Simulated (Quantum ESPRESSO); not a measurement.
**TiC: projected density of states with PBEsol+U**

The system is TiC.

```
Ti C
1.0
     0.00000    2.16572    2.16572
     2.16572    0.00000    2.16572
     2.16572    2.16572    0.00000
Ti C
1 1
Direct
  0.00000 0.00000 0.00000
  0.50000 0.50000 0.50000
```

The cell is a database's computed one.

- Program: Quantum ESPRESSO 7.5
- Task: projected density of states
- Functional: PBEsol
- Potentials or basis: SSSP 1.3 efficiency PBE
- Cutoff: 748 eV
- Density cutoff: 5987 eV
- k mesh: 11 × 11 × 11
- Occupations: fermi-dirac, width 0.05 eV
- Spin: no spin polarisation
- Hubbard terms: Ti d U = 8 eV
- Hubbard projectors: ortho-atomic
- Mixing beta: 0.3
- Most SCF iterations: 120
- SCF threshold: 4e-10 Ry
- Dos occupations: tetrahedra_opt

| Property | Result |
| --- | --- |
| Pressure | 10.8 GPa |
| Band gap on the k mesh | none (metal or under the smearing width) |
| Loewdin charges | Ti +1.45; C -1.34 e |

Levels at points of the mesh, in eV from the Fermi level:
| k point | band 5 | band 6 | band 7 | band 8 | band 9 | band 10 | band 11 | band 12 |
| --- | --- | --- | --- | --- | --- | --- | --- | --- |
| (0.00, 0.00, 0.00) | -13.49 | 0.68 | 0.68 | 0.92 | 0.92 | 0.92 | 1.49 | 1.49 |

States per cell in windows of 1 eV (zero at the Fermi level; states under -8 eV left out):
```
from (eV)  total  Ti#1 d wfc4  C#2 p wfc2  C#2 s wfc1  Ti#1 s wfc3  Ti#1 p wfc2  Ti#1 s wfc1
     -8.0   0.00         0.00        0.00        0.00         0.00         0.00         0.00
     -7.0   0.08         0.01        0.05        0.00         0.01         0.00         0.00
     -6.0   0.63         0.13        0.38        0.03         0.08         0.00         0.01
     -5.0   1.01         0.19        0.68        0.04         0.06         0.02         0.01
     -4.0   2.05         0.74        1.22        0.02         0.01         0.02         0.00
     -3.0   1.35         0.50        0.79        0.01         0.01         0.01         0.00
     -2.0   0.67         0.22        0.42        0.01         0.00         0.01         0.00
     -1.0   0.19         0.08        0.11        0.00         0.00         0.00         0.00
      0.0   0.22         0.15        0.05        0.00         0.00         0.00         0.00
      1.0   0.83         0.70        0.09        0.01         0.00         0.00         0.00
      2.0   1.65         1.42        0.14        0.03         0.01         0.00         0.00
      3.0   1.94         1.67        0.19        0.04         0.01         0.00         0.00
      4.0   3.15         2.47        0.47        0.10         0.06         0.00         0.00
      5.0   1.15         0.66        0.36        0.09         0.01         0.00         0.00
      6.0   0.80         0.40        0.33        0.02         0.00         0.00         0.00
      7.0   0.09         0.03        0.03        0.00         0.00         0.00         0.00
```

Eigenvalues of the final occupation matrices:
```csv
site,spin,trace,eigenvalues
Ti 1 3d,each,1.05,0.12 0.12 0.12 0.35 0.35
```

It took 91 s on 1 thread of Intel(R) Xeon(R) Platinum 8259CL CPU @ 2.50GHz (Skylake/Cascade Lake), with other jobs on the host, peak memory 0.13 GiB.

Caveat: the potentials were made for another functional, which shifts forces and pressure; U without spin polarisation on a metal has little footing; the U is typed as a test and isn't derived for this compound.
